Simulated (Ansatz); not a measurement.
# W/SiC/TaN: conductance against the thickness of the layer

Aim: the conductance of W/SiC/TaN junctions as the barrier thickens. The lower electrode is W bcc(001), the upper one TaN rock salt(001); the barrier is SiC zinc blende(001) (C and C faces). In the first transport cell, after relaxation, the nearest pair of electrode and barrier is W–C at 2.39 Å, at a slant, at the lower face and Ta–C at 2.19 Å, at a slant, at the upper one. All share a net of side 3.134 Å, which strains the lower electrode by -1.1 %, the upper one by +0.3 % and the barrier by +1.2 %, against typed lattice constants near PBE's. The first steps treat the bulk electrodes alone.

Main program and level: Ansatz 0.2.0; PBE DFT, plane waves, PAW files, in the first sound run; inputs show where later runs differ.

### 1. The starting structure

The structure is tetragonal, space group I4/mmm (No. 139). The conventional cell has a = 3.134 Å, b = 3.134 Å, c = 3.195 Å, α = 90.00°, β = 90.00°, γ = 90.00°. Nearest to W lie 8 W at 2.73 Å.

### 2. The strained electrode, 2 atoms, electrode W bcc(001)

The electrode is held to the junction's net and relaxed along the normal; its spacing is used for the ideal lead layers.

input.yaml reads:

```yaml
crystal:
  lattice:
    - [3.134, 0.0, 0.0]
    - [0.0, 3.134, 0.0]
    - [0.0, 0.0, 3.1952]
  atoms:
    - { symbol: W, position: [0.0, 0.0, 0.0] }
    - { symbol: W, position: [0.5, 0.5, 0.5] }
kpoints:
  mp_grid: { grid: [12, 12, 10] }
scf:
  occupations: { method: fermi_dirac, width: 0.1 }
  max_iter: 150
hamiltonian:
  xc: pbe
relax:
  f_tol: 0.01
  max_steps: 40
  cell: { fix: [a, b, angles] }
```

Command:

```
ansatz run input.yaml --threads 4 --pin off --max-ram 12288MiB --backend cpu --events-out ev --progress --plain --runs-dir out
```

Numbers of over 12 decimals in the logs are rounded to 6 here.

The program printed:

```text
Engine: ansatz 0.2.0, aarch64-unknown-linux-gnu
Pseudopotentials: kind: paw
Pseudopotential: W, paw, valence charge 14, recommended cutoff 420 eV (normal), W.paw.azcp
Functional definition: PBE
  parameter kappa = 0.804
  parameter beta = 0.066725
  exchange = pbe_x(kappa = kappa, mu = beta*pi^2/3)
  correlation = pbe_c(beta = beta)
Crystal: 2 atoms, lattice volume = 31.383 Å³
Basis set: ecut = 420 eV, 619 PW (Γ), exchange–correlation on 48×48×48 points (8 copies of the dense FFT grid, shifted against one another)
Bands: 18, of which v1, the nominal top of the filled ones, is band 14 counted from 1 (13 counted from 0)
Symmetry: 32 space group operations
Space group: I4/mmm (ITA 139), of the structure as read, at distance tolerance 3.2e-5 Å
k-points: 168 of 1440
Non-local potential: W, projectors of the file, l = 0: 3, l = 1: 2, l = 2: 2, l = 3: 1
PAW form: soft (Blöchl's): semilocal exchange-correlation on the pseudo side does not see the compensation charge
PAW one-centre angular grid: W, 590 points (default); XC on 64 Gauss nodes
Initial density: superposition of atomic densities (neutral atoms: chi_scale 0, normalization atom), corrected by the library's trained network
Initial wavefunctions: pseudopotential atomic-orbital guess
Functional: x = pbe(κ = 0.804, μ = 0.219515), c = pbe(β = 0.066725)
SCF iter   1: F=—  HF=-20769.625887 eV  |F-HF|=—  |Δ(HF+E_count)|=         —  Δρ=1.84e-3  dr2=4.23e-4  ethr=1.77e-3  ⟨swp⟩=5.0  Hψ=12450  notcnv=0
preconditioner: auto → none  [metal: Δε(μ)=0.030 eV  Ē_g=5.693 eV  σ=0.100 eV  W_gap=0.08  n_scr=6 (ndim 8)  ℏωp=23.0 eV  f_vac=0.000  D(μ)=1.02/eV (n_scr^D=6)  sad-step TF]
SCF iter   2: F=—  HF=-20769.626608 eV  |F-HF|=—  |Δ(HF+E_count)|=   7.21e-4  Δρ=1.12e-3  dr2=1.70e-4  ethr=1.51e-6  ⟨swp⟩=2.4  Hψ=6712  notcnv=0
SCF iter   3: F=—  HF=-20769.626648 eV  |F-HF|=—  |Δ(HF+E_count)|=   4.03e-5  Δρ=2.84e-4  dr2=1.38e-5  ethr=6.09e-7  ⟨swp⟩=2.0  Hψ=5204  notcnv=0
SCF iter   4: F=—  HF=-20769.626634 eV  |F-HF|=—  |Δ(HF+E_count)|=   1.41e-5  Δρ=1.07e-4  dr2=1.54e-6  ethr=4.93e-8  ⟨swp⟩=3.0  Hψ=5482  notcnv=0
iter 5 did not close the SCF: its close was put off for the readings that it lacked (scf_convergence_deferred on its scf_iter line)
SCF iter   5: F=-20769.626633 eV  HF=-20769.626633 eV  |F-HF|=8.37e-10  |Δ(HF+E_count)|=   4.36e-7  Δρ=4.95e-6  dr2=4.32e-9  ethr=5.50e-9  ⟨swp⟩=2.1  Hψ=5075  notcnv=0
SCF iter   6: F=-20769.626633 eV  HF=-20769.626633 eV  |F-HF|=1.78e-10  |Δ(HF+E_count)|=  2.44e-10  Δρ=1.58e-6  dr2=2.78e-10  ethr=1.54e-11  ⟨swp⟩=1.5  Hψ=9740  notcnv=0
SCF 1 converged in 6 iterations: F = -20769.626633 eV  dr2 = 2.78e-10
  greatest PAW one-centre occupation: 1.000 electrons in one spin orbital (limit 2), on the W atom at site 1 (counted from 0), in its partial waves of l = 0
relax step   1: F+E_penalty+E_count = -20769.62663341 eV  Δ(F+E_penalty+E_count) = +0.000e0 eV  max|allowed force component| = 4.585e-30 eV/Å  Δτ_max = 0.0000 Å  P = +9.074 GPa  Ω = 31.383 Å³  fix = [a, b, alpha, beta, gamma]  reactions: a +11.232, b +11.232 GPa  (6 SCF iters, dr2 threshold 1.00e-7 eV, accepted)
Crystal: 2 atoms, lattice volume = 32.456 Å³
Basis set: ecut = 420 eV, 643 PW (Γ), exchange–correlation on 48×48×48 points (8 copies of the dense FFT grid, shifted against one another)
Initial density: handed on by an earlier stage of this run
Initial wavefunctions: those handed on with the density
iter 1 solved again at ethr=5.38e-6 eV; its pass at ethr=3.10e-3 eV (dr2=1.51e-3 eV) is discarded
SCF iter   1: F=—  HF=-20769.601580 eV  |F-HF|=—  |Δ(HF+E_count)|=         —  Δρ=3.66e-3  dr2=1.56e-3  ethr=5.38e-6  ⟨swp⟩=2.7  Hψ=19428  notcnv=0
preconditioner: auto → none  [metal: Δε(μ)=0.004 eV  Ē_g=5.483 eV  σ=0.100 eV  W_gap=0.01  n_scr=6 (ndim 8)  ℏωp=22.6 eV  f_vac=0.000  D(μ)=1.09/eV (n_scr^D=6)]
SCF iter   2: F=—  HF=-20769.601589 eV  |F-HF|=—  |Δ(HF+E_count)|=   8.65e-6  Δρ=1.77e-3  dr2=3.38e-4  ethr=5.38e-6  ⟨swp⟩=1.0  Hψ=3025  notcnv=0
SCF iter   3: F=—  HF=-20769.601642 eV  |F-HF|=—  |Δ(HF+E_count)|=   5.30e-5  Δρ=1.31e-4  dr2=2.05e-6  ethr=1.21e-6  ⟨swp⟩=1.0  Hψ=3025  notcnv=0
SCF iter   4: F=—  HF=-20769.601638 eV  |F-HF|=—  |Δ(HF+E_count)|=   3.71e-6  Δρ=1.41e-5  dr2=3.50e-8  ethr=7.33e-9  ⟨swp⟩=2.4  Hψ=5018  notcnv=0
iter 5 did not close the SCF: its close was put off for the readings that it lacked (scf_convergence_deferred on its scf_iter line)
SCF iter   5: F=-20769.601638 eV  HF=-20769.601638 eV  |F-HF|=9.28e-10  |Δ(HF+E_count)|=   7.04e-9  Δρ=4.81e-6  dr2=1.68e-9  ethr=1.25e-10  ⟨swp⟩=2.0  Hψ=4986  notcnv=0
SCF iter   6: F=-20769.601638 eV  HF=-20769.601638 eV  |F-HF|=7.28e-12  |Δ(HF+E_count)|=   1.01e-9  Δρ=6.24e-7  dr2=3.26e-11  ethr=6.01e-12  ⟨swp⟩=1.4  Hψ=7004  notcnv=0
SCF 2 converged in 6 iterations: F = -20769.601638 eV  dr2 = 3.26e-11
relax step   2: F+E_penalty+E_count = -20769.60163794 eV  Δ(F+E_penalty+E_count) = +2.500e-2 eV  max|allowed force component| = 6.271e-29 eV/Å  Δτ_max = 0.0000 Å  P = -1.274 GPa  Ω = 32.456 Å³  energy of the carried Pulay correction = -5.170e-4 eV  fix = [a, b, alpha, beta, gamma]  (6 SCF iters, dr2 threshold 2.00e-7 eV, rejected (line search))
Crystal: 2 atoms, lattice volume = 31.701 Å³
iter 1 solved again at ethr=2.54e-6 eV; its pass at ethr=3.10e-3 eV (dr2=7.10e-4 eV) is discarded
SCF iter   1: F=—  HF=-20769.630627 eV  |F-HF|=—  |Δ(HF+E_count)|=         —  Δρ=2.57e-3  dr2=7.34e-4  ethr=2.54e-6  ⟨swp⟩=2.7  Hψ=19356  notcnv=0
preconditioner: auto → none  [metal: Δε(μ)=0.018 eV  Ē_g=5.632 eV  σ=0.100 eV  W_gap=0.04  n_scr=6 (ndim 8)  ℏωp=22.8 eV  f_vac=0.000  D(μ)=1.05/eV (n_scr^D=6)]
SCF iter   2: F=—  HF=-20769.630633 eV  |F-HF|=—  |Δ(HF+E_count)|=   5.78e-6  Δρ=1.24e-3  dr2=1.59e-4  ethr=2.54e-6  ⟨swp⟩=1.0  Hψ=3025  notcnv=0
SCF iter   3: F=—  HF=-20769.630659 eV  |F-HF|=—  |Δ(HF+E_count)|=   2.59e-5  Δρ=8.81e-5  dr2=8.70e-7  ethr=5.70e-7  ⟨swp⟩=1.0  Hψ=3025  notcnv=0
SCF iter   4: F=—  HF=-20769.630652 eV  |F-HF|=—  |Δ(HF+E_count)|=   7.24e-6  Δρ=1.01e-5  dr2=1.43e-8  ethr=3.11e-9  ⟨swp⟩=2.2  Hψ=4888  notcnv=0
SCF iter   5: F=—  HF=-20769.630652 eV  |F-HF|=—  |Δ(HF+E_count)|=   1.23e-9  Δρ=3.43e-6  dr2=7.91e-10  ethr=5.09e-11  ⟨swp⟩=2.0  Hψ=5011  notcnv=0
SCF iter   6: F=-20769.630652 eV  HF=-20769.630652 eV  |F-HF|=1.09e-11  |Δ(HF+E_count)|=  5.17e-10  Δρ=4.12e-7  dr2=1.23e-11  ethr=1.00e-12  ⟨swp⟩=5.1  Hψ=14751  notcnv=0
SCF 3 converged in 6 iterations: F = -20769.630652 eV  dr2 = 1.23e-11
relax step   3: F+E_penalty+E_count = -20769.63065157 eV  Δ(F+E_penalty+E_count) = -4.018e-3 eV  max|allowed force component| = 3.303e-30 eV/Å  Δτ_max = 0.0000 Å  P = +5.789 GPa  Ω = 31.701 Å³  energy of the carried Pulay correction = -1.548e-4 eV  fix = [a, b, alpha, beta, gamma]  reactions: a +8.922, b +8.922 GPa  (6 SCF iters, accepted)
[...]
relax step   4: F+E_penalty+E_count = -20769.63071007 eV  Δ(F+E_penalty+E_count) = -5.850e-5 eV  max|allowed force component| = 1.578e-30 eV/Å  Δτ_max = 0.0000 Å  P = +6.080 GPa  Ω = 31.672 Å³  energy of the carried Pulay correction = -1.408e-4 eV  fix = [a, b, alpha, beta, gamma]  reactions: a +9.128, b +9.128 GPa  (7 SCF iters, dr2 threshold 2.00e-7 eV, accepted)
Initial wavefunctions: pseudopotential atomic-orbital guess (no wavefunctions were taken with the density)
iter 1 solved again at ethr=1.54e-8 eV; its pass at ethr=3.10e-3 eV (dr2=4.32e-6 eV) is discarded
SCF iter   1: F=—  HF=-20769.630851 eV  |F-HF|=—  |Δ(HF+E_count)|=         —  Δρ=3.19e-5  dr2=4.46e-8  ethr=1.54e-8  ⟨swp⟩=3.9  Hψ=22466  notcnv=0
SCF iter   2: F=—  HF=-20769.630846 eV  |F-HF|=—  |Δ(HF+E_count)|=   5.05e-6  Δρ=1.56e-5  dr2=9.84e-9  ethr=1.59e-10  ⟨swp⟩=2.7  Hψ=5365  notcnv=0
SCF iter   3: F=—  HF=-20769.630846 eV  |F-HF|=—  |Δ(HF+E_count)|=   6.60e-9  Δρ=1.03e-6  dr2=1.12e-10  ethr=3.51e-11  ⟨swp⟩=2.9  Hψ=5559  notcnv=0
iter 4 did not close the SCF: its close was put off for the readings that it lacked (scf_convergence_deferred on its scf_iter line)
SCF iter   4: F=-20769.630846 eV  HF=-20769.630846 eV  |F-HF|=3.64e-12  |Δ(HF+E_count)|=  2.55e-11  Δρ=2.40e-7  dr2=4.54e-12  ethr=1.00e-12  ⟨swp⟩=2.0  Hψ=4986  notcnv=0
iter 5 did not close the SCF: its close was put off for the readings that it lacked (scf_convergence_deferred on its scf_iter line)
SCF iter   5: F=-20769.630846 eV  HF=-20769.630846 eV  |F-HF|=1.09e-11  |Δ(HF+E_count)|=  1.82e-11  Δρ=3.29e-8  dr2=1.08e-13  ethr=1.00e-12  ⟨swp⟩=1.0  Hψ=3024  notcnv=0
iter 6 did not close the SCF: its close was put off for the readings that it lacked (scf_convergence_deferred on its scf_iter line)
SCF iter   6: F=-20769.630846 eV  HF=-20769.630846 eV  |F-HF|=1.46e-11  |Δ(HF+E_count)|=  1.09e-11  Δρ=3.88e-9  dr2=1.26e-15  ethr=1.00e-12  ⟨swp⟩=1.0  Hψ=3024  notcnv=0
iter 7 did not close the SCF: its close was put off for the readings that it lacked (scf_convergence_deferred on its scf_iter line)
SCF iter   7: F=-20769.630846 eV  HF=-20769.630846 eV  |F-HF|=3.64e-12  |Δ(HF+E_count)|=  7.28e-12  Δρ=3.57e-10  dr2=3.21e-17  ethr=1.00e-12  ⟨swp⟩=1.0  Hψ=3024  notcnv=0
SCF iter   8: F=-20769.630846 eV  HF=-20769.630846 eV  |F-HF|=3.64e-12  |Δ(HF+E_count)|=  3.64e-12  Δρ=5.82e-11  dr2=5.33e-19  ethr=1.00e-12  ⟨swp⟩=2.1  Hψ=7529  notcnv=0
SCF 5 converged in 8 iterations: F = -20769.630846 eV  dr2 = 5.33e-19
relax step   5: F+E_penalty+E_count = -20769.63084579 eV  Δ(F+E_penalty+E_count) = -1.357e-4 eV  max|allowed force component| = 2.169e-30 eV/Å  Δτ_max = 0.0000 Å  P = +6.079 GPa  Ω = 31.672 Å³  fix = [a, b, alpha, beta, gamma]  reactions: a +9.127, b +9.127 GPa  stress off target by 1.77e-2 GPa on what of the cell is left free  SCF on the basis re-selected at this cell (its energy is not comparable with the rows above)  (8 SCF iters)
basis re-selected at this cell: Δ(F+E_penalty+E_count) = -1.357e-4 eV, ΔP = -0.001 GPa vs the last step (what re-selecting the basis moved, of the pressure what is left beyond the Pulay correction that the steps carried, after the strain that the cell walked since its last selection, with what the two solves' SCF thresholds leave and, on support functions, any second-order correction that the steps lacked; it is no m [...]
SCF converged after 8 iterations
Free energy (F): -20769.630846 eV
Harris-Foulkes:  -20769.630846 eV  (|F-HF|=3.64e-12)
Internal energy: -20769.597194 eV  (E = F + TS)
E sigma→0 (E₀):  -20769.614020 eV
Entropy (-TS):   -0.033652 eV (-16.826 meV/atom)
Fermi energy:    22.630764 eV
--- Per-component energies (eV) ---
  E_band       = -161.993176
  E_kinetic    = 900.942292
  E_local      = -1195.807823  (includes V_loc(G=0)·N_el)
  E_nonlocal   = 0.717857
  E_hartree    = 430.112177
  E_xc         = -534.321684
  E_vxc        = -478.162703  (∫ρ·V_xc dr)
  E_paw        = -17124.945382  (= ΣΔE_a)
  E_vpaw       = -249.907029  (= ΣTr[D̂ρ^β])
  E_aug_tail   = -0.000125  (compensation charges beyond the density's cutoff)
  E_ewald      = -3246.294506
  E_smearing   = -0.033652  (= −TS)
  E_closure    = 0.000000  (closes the sum)
  Σ components = -20769.630846   (vs F -20769.630846, Δ=0.00e0)
--- Forces (eV/Å), atoms counted from 1 ---
  atom   1  W      0.00000000     0.00000000     0.00000000
  atom   2  W      0.00000000    -0.00000000    -0.00000000
  max |Σ_I F_I| component: 5.13e-30 eV/Å
--- Stress (GPa, compression-positive) ---
        9.126830      -0.000000       0.000000
        0.000000       9.126830       0.000000
        0.000000       0.000000      -0.017723
  P = ⅓ Tr σ = 6.0786 GPa (60.786 kbar)
--- Relaxed structure (4 steps of the walk, 3 accepted, 1 SCFs on fresh bases) ---
  F+E_penalty+E_count = -20769.63084579 eV   max|allowed force component| = 2.169e-30 eV/Å   (the final SCF, on the basis selected at the relaxed cell)
  cell:  # Å, volume = 31.6718 Å³
    - [3.134, 0, 0.0]
    - [0, 3.134, 0.0]
    - [0.0, 0.0, 3.224595]
  atoms:
    - { symbol: W, position: [0.0, 0.0, 0.0] }
    - { symbol: W, position: [0.5, 0.5, 0.5] }
```

Elapsed: 6.4 s, on 4 threads of Arm Neoverse V1, shared host; peak memory 0.38 GiB; 22 s of CPU time.

The steps of the relaxation:

```
step  energy less that of the first step (eV)  largest force component (eV/Å)  pressure (GPa)  volume (Å³)
   1                                   0.0000                          0.0000            9.07        31.38
   2                                   0.0250                          0.0000           -1.27        32.46
   3                                  -0.0040                          0.0000            5.79        31.70
   4                                  -0.0041                          0.0000            6.08        31.67
  5*                                  -0.0042                          0.0000            6.08        31.67
```

Relaxation steps marked * repeat the geometry before them on a plane-wave basis chosen anew for their cell, so energy and pressure can jump there. Relaxation step 2 was tried and not accepted.

The run keeps the 32 symmetry operations that it works with, so distortions that break them were not tested.

```
conventional cell, symmetrised  before  after  change
                         a (Å)   3.134  3.134  +0.0 %
                         b (Å)   3.134  3.134  +0.0 %
                         c (Å)   3.195  3.225  +0.9 %
              volume (Å³/atom)   15.69  15.84  +0.9 %
```

Final coordinates:

```xyz
2
Lattice="3.1340 0.0000 0.0000 0.0000 3.1340 0.0000 0.0000 0.0000 3.2246" Properties=species:S:1:pos:R:3 pbc="T T T"
W     0.0000    0.0000    0.0000
W     1.5670    1.5670    1.6123
```

This step gave:

| Property | Result |
| --- | --- |
| free energy | -20769.6308 eV |
| Fermi energy | 22.63 eV |
| pressure | 6.079 GPa |

The cell grew by 0.9 % in volume.

### 3. Layer spacing of the electrode, 4 atoms, electrode TaN rock salt(001)

System of this step: TaN. The structure is tetragonal, space group I4/mmm (No. 139). The conventional cell has a = 3.134 Å, b = 3.134 Å, c = 4.411 Å, α = 90.00°, β = 90.00°, γ = 90.00°. Nearest to N lie 6 Ta at 2.21 to 2.22 Å. Nearest to Ta lie 6 N at 2.21 to 2.22 Å. Farther neighbours and most contacts between anions are not listed.

The electrode is held to the junction's net and relaxed along the normal; its spacing is used for the ideal lead layers.

input.yaml, the sections that differ from step 2:

```yaml
crystal:
  lattice:
    - [3.134, 0.0, 0.0]
    - [0.0, 3.134, 0.0]
    - [0.0, 0.0, 4.4114982869]
  atoms:
    - { symbol: "N", position: [0.0, 0.0, 0.0] }
    - { symbol: Ta, position: [0.5, 0.5, 0.0] }
    - { symbol: "N", position: [0.5, 0.5, 0.5] }
    - { symbol: Ta, position: [0.0, 0.0, 0.5] }
kpoints:
  mp_grid: { grid: [12, 12, 7] }
# scf, hamiltonian, relax: as in step 2
```

The program printed:

```text
[...]
Crystal: 4 atoms, lattice volume = 43.330 Å³
Basis set: ecut = 420 eV, 855 PW (Γ), exchange–correlation on 48×48×60 points (8 copies of the dense FFT grid, shifted against one another)
Bands: 22, of which v1, the nominal top of the filled ones, is band 18 counted from 1 (17 counted from 0)
Symmetry: 32 space group operations
[...]
k-points: 112 of 1008
[...]
SCF iter   1: F=—  HF=-20635.865462 eV  |F-HF|=—  |Δ(HF+E_count)|=         —  Δρ=1.73e-3  dr2=5.67e-4  ethr=1.77e-3  ⟨swp⟩=5.3  Hψ=23345  notcnv=0  defer=2
automatic band count: the SCF goes on with 26 bands, as 22 were too few: the levels above may hold too much charge
[...]
SCF iter   2: F=—  HF=-20635.865439 eV  |F-HF|=—  |Δ(HF+E_count)|=   2.35e-5  Δρ=9.62e-4  dr2=1.40e-4  ethr=1.57e-6  ⟨swp⟩=2.2  Hψ=5631  notcnv=0
[...]
SCF iter   6: F=-20635.865891 eV  HF=-20635.865891 eV  |F-HF|=4.26e-10  |Δ(HF+E_count)|=   8.39e-9  Δρ=1.93e-6  dr2=5.81e-10  ethr=2.53e-11  ⟨swp⟩=2.0  Hψ=8680  notcnv=0
SCF 1 converged in 6 iterations: F = -20635.865891 eV  dr2 = 5.81e-10
[...]
relax step   1: F+E_penalty+E_count = -20635.86589130 eV  Δ(F+E_penalty+E_count) = +0.000e0 eV  max|allowed force component| = 3.883e-30 eV/Å  Δτ_max = 0.0000 Å  P = -1.711 GPa  Ω = 43.330 Å³  fix = [a, b, alpha, beta, gamma]  reactions: a -2.761, b -2.761 GPa  (6 SCF iters, dr2 threshold 1.00e-7 eV, accepted)
Crystal: 4 atoms, lattice volume = 43.354 Å³
Bands: 26, of which v1, the nominal top of the filled ones, is band 18 counted from 1 (17 counted from 0)
[...]
SCF iter   6: F=-20635.865842 eV  HF=-20635.865842 eV  |F-HF|=3.64e-12  |Δ(HF+E_count)|=  7.28e-12  Δρ=6.47e-8  dr2=8.78e-13  ethr=1.00e-12  ⟨swp⟩=1.0  Hψ=6272  notcnv=0
SCF 2 converged in 6 iterations: F = -20635.865842 eV  dr2 = 8.78e-13
relax step   2: F+E_penalty+E_count = -20635.86584158 eV  Δ(F+E_penalty+E_count) = +4.972e-5 eV  max|allowed force component| = 5.670e-30 eV/Å  Δτ_max = 0.0000 Å  P = -1.902 GPa  Ω = 43.354 Å³  energy of the carried Pulay correction = -7.694e-5 eV  fix = [a, b, alpha, beta, gamma]  reactions: a -2.834, b -2.834 GPa  (6 SCF iters, dr2 threshold 3.78e-7 eV, accepted)
[...]
SCF iter   6: F=-20635.865906 eV  HF=-20635.865906 eV  |F-HF|=3.64e-12  |Δ(HF+E_count)|=  2.55e-11  Δρ=1.31e-7  dr2=3.05e-12  ethr=1.00e-12  ⟨swp⟩=3.0  Hψ=9053  notcnv=0
SCF 3 converged in 6 iterations: F = -20635.865906 eV  dr2 = 3.05e-12
relax step   3: F+E_penalty+E_count = -20635.86590615 eV  Δ(F+E_penalty+E_count) = -6.458e-5 eV  max|allowed force component| = 3.525e-30 eV/Å  Δτ_max = 0.0000 Å  P = -1.900 GPa  Ω = 43.354 Å³  fix = [a, b, alpha, beta, gamma]  reactions: a -2.833, b -2.833 GPa  stress off target by 3.36e-2 GPa on what of the cell is left free  SCF on the basis re-selected at this cell (its energy is not comparable with the rows above)  (6 SCF iters)
[...]
SCF converged after 6 iterations
Free energy (F): -20635.865906 eV
[...]
Internal energy: -20635.809516 eV  (E = F + TS)
E sigma→0 (E₀):  -20635.837711 eV
Entropy (-TS):   -0.056390 eV (-14.098 meV/atom)
Fermi energy:    21.231071 eV
[...]
--- Stress (GPa, compression-positive) ---
       -2.832832      -0.000000       0.000000
        0.000000      -2.832832       0.000000
        0.000000       0.000000      -0.033561
  P = ⅓ Tr σ = -1.8997 GPa (-18.997 kbar)
--- Relaxed structure (2 steps of the walk, 2 accepted, 1 SCFs on fresh bases) ---
[...]
cell:  # Å, volume = 43.3544 Å³
    - [3.134, 0.0, 0.0]
    - [0.0, 3.134, 0.0]
    - [0.0, 0.0, 4.414033]
  atoms:
    - { symbol: N, position: [0.0, 0.0, 0.0] }
    - { symbol: Ta, position: [0.5, 0.5, 0.0] }
    - { symbol: N, position: [0.5, 0.5, 0.5] }
    - { symbol: Ta, position: [0.0, 0.0, 0.5] }
```

Run time: 4.5 s. Hardware: 4 threads; peak memory 0.41 GiB.

Little changed from the start: no atom moved by 0.005 Å and no cell edge by 0.1 %.

This step gave:

| Property | Result |
| --- | --- |
| free energy | -20635.8659 eV |
| Fermi energy | 21.23 eV |
| pressure | -1.900 GPa |

(Continued in part 2 of 7.)

[Logs are printed without paths, hosts, clocks, repeated set-up lines and the standing remarks that a program may print on its own settings, such as how far it seeks lower states.]

[Hosts, paths, dates, database ids (printed as entryN), source tags and the programs' standing remarks are cut or masked in the printed files.]
